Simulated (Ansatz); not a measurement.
# Convergence test, Fe$_{3}$Co

Theory: DFT r2SCAN, scalar-relativistic, plane waves, PAW in Ansatz.

```
Fe Co
1.0
     4.02358    0.00000    0.00000
     0.00000    4.02358    0.00000
     0.00000    0.00000    2.82771
Fe Co
3 1
Direct
  0.50000 0.50000 0.00000
  0.50000 0.00000 0.50000
  0.00000 0.50000 0.50000
  0.00000 0.00000 0.00000
```

```json
{
  "plane-wave cutoff": "500 eV",
  "Γ-centred k-mesh": "5×5×7",
  "list of starting moments (μB, in atom order)": "2.96 3.16 3.16 2.11",
  "check for lower electronic states after the SCF": "asked for but not made"
}
```

The atoms are held and the smearing width on a coarse mesh is swept. Energies are extrapolated to zero smearing and count from the reference run, 10×10×14 Γ-centred mesh, Gaussian smearing 0.1 eV. The cell isn't necessarily relaxed at this level. Pressure is positive in compression.

| rule, width (eV) | ΔE (meV/atom) | ΔF, free energy (meV/atom) | P (GPa) | cell moment (μB) |
| --- | --- | --- | --- | --- |
| Gaussian 0.01 | -1.88 | -1.11 | 0.48 | 9.82 |
| Gaussian 0.05 | -2.02 | -1.42 | 0.40 | 9.80 |
| Gaussian 0.1 | -2.05 | -2.00 | 0.34 | 9.79 |
| Gaussian 0.2 | -1.71 | -4.48 | 0.31 | 9.78 |
| Gaussian 0.4 | -0.53 | -16.4 | 0.72 | 9.81 |

Moments started parallel; other magnetic orders weren't tried and can lie lower.

Cost: 5 runs of about 1.4 core-minutes in all, on Intel Xeon 6975P-C (Granite Rapids) (shared hosts).